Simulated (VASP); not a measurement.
A run of VASP 6.6.1 is set up as follows.

Contents of POSCAR:

```
O
1.0
    1.4233490221      0.8217709410      3.4083000000
   -1.4233490221      0.8217709410      3.4083000000
    0.0000000000     -1.6435418821      3.4083000000
O
2
Direct
    0.0577000000      0.0577000000      0.0577000000
    0.9423000000      0.9423000000      0.9423000000
```

The input INCAR.step1:

```
SYSTEM = O
PREC = Accurate
ENCUT = 520
ISMEAR = 0
SIGMA = 0.1
LREAL = .False.
LASPH = .True.
NELM = 80
NBANDS = 13
GGA = PE
ALGO = Normal
EDIFF = 1E-4
LWAVE = .True.
LCHARG = .False.
```

Contents of INCAR.step2:

```
SYSTEM = O
PREC = Accurate
ENCUT = 520
EDIFF = 1E-6
ISMEAR = 0
SIGMA = 0.1
LREAL = .False.
LASPH = .True.
NELM = 80
ALGO = Normal
ISIF = 2
LWAVE = .False.
LCHARG = .False.
METAGGA = R2SCAN
LMIXTAU = .True.
NBANDS = 13
ISTART = 1
```

The input KPOINTS:

```
Automatic mesh
0
Gamma
  9 9 9
  0 0 0
```

Potentials or basis: VASP PAW PBE potentials, release 64 (O).

Command:

```bash
$ cat potpaw_PBE.64/O/POTCAR > POTCAR
$ cp INCAR.step1 INCAR
$ mpirun -np 1 vasp_std > vasp.out
$ cp INCAR.step2 INCAR
$ mpirun -np 1 vasp_std > vasp.out
```

(1) Estimate the band gap on the k mesh.

(2) What does it give for the largest force?

(3) Predict the pressure.

## Answers

(1) none (metal or under the smearing width).

(2) 3.800 eV/Å.

(3) 5.1 GPa.

Caveat: the standard files for N, O and F lose accuracy on very short bonds; spin is off for a triplet molecule; the PAW data sets were made with another functional, which shifts forces and pressure a little.
